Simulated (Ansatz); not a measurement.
The system is TaN.

```xyz
2
Lattice="2.7323 0.0000 0.0000 0.0000 2.7323 0.0000 0.0000 0.0000 2.7323" Properties=species:S:1:pos:R:3 pbc="T T T"
Ta    0.0000    0.0000    0.0000
N     1.3662    1.3662    1.3662
```

The cell comes from a database or a generator and needn't be the stable form of this composition.

* Program: Ansatz 0.2.0
* Task: relaxation of cell and atoms
* Functional: PBEsol
* Dispersion: D3(BJ)
* Potentials or basis: Ansatz PAW
* Cutoff: 420 eV (not typed: the program's choice for these potentials)
* k mesh: 10 × 10 × 10
* Occupations: fermi-dirac, width 0.05 eV
* Spin: no spin polarisation

At the start: volume 10.20 Å³/atom.

Task: How do energy, volume and symmetry change on relaxing?

Result: It ends after 7 steps and the volume is 9.84 Å³/atom (-3.6 %); space group Pm-3m (No. 221, to 0.05 Å).

The path:
```csv
step,energy change (eV),largest force (eV/Å),volume (Å³)
1,0.0000,0.0000,20.40
2,-0.0228,0.0000,19.29
3,-0.0303,0.0000,19.70
4,-0.0304,0.0000,19.68
5,-0.0285,0.0000,19.68
6,-0.0286,0.0000,19.67
7,-0.0286,0.0000,19.67
```

Final structure:
```xyz
2
Lattice="2.6994 0.0000 0.0000 0.0000 2.6994 0.0000 0.0000 0.0000 2.6994" Properties=species:S:1:pos:R:3 pbc="T T T"
Ta    0.0000    0.0000    0.0000
N     1.3497    1.3497    1.3497
```

Caveat: the plane-wave basis is chosen anew once the cell has moved, so the energies of steps on either side of that aren't comparable; the pressure holds a Pulay correction of +0.5 GPa for the finite cutoff; pairwise dispersion overbinds metals, which lowers pressure and volume; the PAW data sets come from PBE, with cores solved anew for the run's functional, which leaves a small shift of forces and pressure.
